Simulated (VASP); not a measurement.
Input of a VASP 6.6.1 run:

Contents of INCAR:

```
SYSTEM = GaN
ALGO = Normal
EDIFF = 1E-6
EDIFFG = -0.01
ENCUT = 600
IBRION = 2
ISIF = 3
ISMEAR = 0
LASPH = .True.
LCHARG = .False.
LMIXTAU = .True.
LREAL = .False.
LWAVE = .False.
METAGGA = R2SCAN
NELM = 80
NSW = 90
PREC = Accurate
SIGMA = 0.03
```

File KPOINTS:

```
k-points
0
Gamma
  12 12 5
  0 0 0
```

File POSCAR:

```
GaN
1.0
    3.1800000000      0.0000000000      0.0000000000
   -1.5900000000      2.7539607840      0.0000000000
    0.0000000000      0.0000000000      5.1660000000
Ga N
2 2
Direct
    0.3333333333      0.6666666667      0.0000000000
    0.6666666667      0.3333333333      0.5000000000
    0.3333333333      0.6666666667      0.3750000000
    0.6666666667      0.3333333333      0.8750000000
```

Potentials or basis: VASP PAW PBE potentials, release 64 (Ga_d, N).

Run with:

```sh
$ cat potpaw_PBE.64/Ga_d/POTCAR potpaw_PBE.64/N/POTCAR > POTCAR
$ mpirun -np 1 vasp_std > vasp.out
```

What does it give for the band gap on the k mesh?

2.30 eV, direct.

Predict the relaxed cell.

a = 3.188 Å, b = 3.188 Å, c = 5.196 Å, α = 90.00°, β = 90.00°, γ = 120.00°.

Stress tensor (GPa, compression positive):
```
 0.09  0.00  0.00
 0.00  0.09  0.00
 0.00  0.00 -0.08
```

Caveat: the PAW data sets were made with another functional, which shifts forces and pressure a little. Zero-point motion and thermal expansion aren't in these numbers.
